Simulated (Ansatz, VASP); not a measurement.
## One calculation of HfN, two programs

INCAR

```
PREC = Accurate
ENCUT = 520
EDIFF = 1E-7
ISMEAR = -1
SIGMA = 0.05
LREAL = F
LASPH = T
NELM = 60
ALGO = Normal
ISIF = 2
LWAVE = F
LCHARG = F
GGA = PE
NBANDS = 14
```

Contents of KPOINTS:

```
Automatic mesh
0
Gamma
  10 10 10
```

Contents of POSCAR:

```
HfN
1.0
    0.0000000000      2.2099462613      2.2099462613
    2.2099462613      0.0000000000      2.2099462613
    2.2099462613      2.2099462613      0.0000000000
Hf N
1 1
Direct
    0.0000000000      0.0000000000      0.0000000000
    0.5000000000      0.5000000000      0.5000000000
```

input.yaml

```yaml
crystal:
  lattice:
    - [0.0, 2.2099462613, 2.2099462613]
    - [2.2099462613, 0.0, 2.2099462613]
    - [2.2099462613, 2.2099462613, 0.0]
  atoms:
    - { symbol: Hf, position: [0.0, 0.0, 0.0] }
    - { symbol: "N", position: [0.5, 0.5, 0.5] }
hamiltonian:
  xc: pbe
  pseudopotentials: { kind: paw }
kpoints:
  mp_grid: { grid: [10, 10, 10] }
scf:
  occupations: { method: fermi_dirac, width: 0.05 }
output:
  forces: true
  stress: true
  eigenvalues: true
```

Change from the starting cell: volume scaled by 0.94.

Alike in both runs: task single point; functional PBE; k mesh 10 × 10 × 10; occupations fermi-dirac, width 0.05 eV; no spin polarisation.

|  | VASP | Ansatz |
| --- | --- | --- |
| version | VASP 6.6.1 | Ansatz 0.2.0 |
| potentials or method | VASP PAW PBE potentials, release 64 (Hf_pv, N) | Ansatz PAW |
| plane-wave cutoff (eV) | 520 | 420 |
| valence electrons in the cell | 15 | 31 |

```tsv
	VASP	Ansatz	Ansatz less VASP
gap on the k mesh at the Fermi level (eV)	none	none	-
pressure (GPa)	24.5	27.0	+2.51
```

A gap of «none» marks a metal or a gap that the smearing closes. The functional is the same, so the differences come from potentials, cutoffs and numerics. The two sets of potentials don't hold the same shells in valence.

Caveats: the pressure holds a Pulay correction of +0.6 GPa for the finite cutoff (Ansatz). The runs have no spin-orbit coupling, so splittings on Hf are missing.
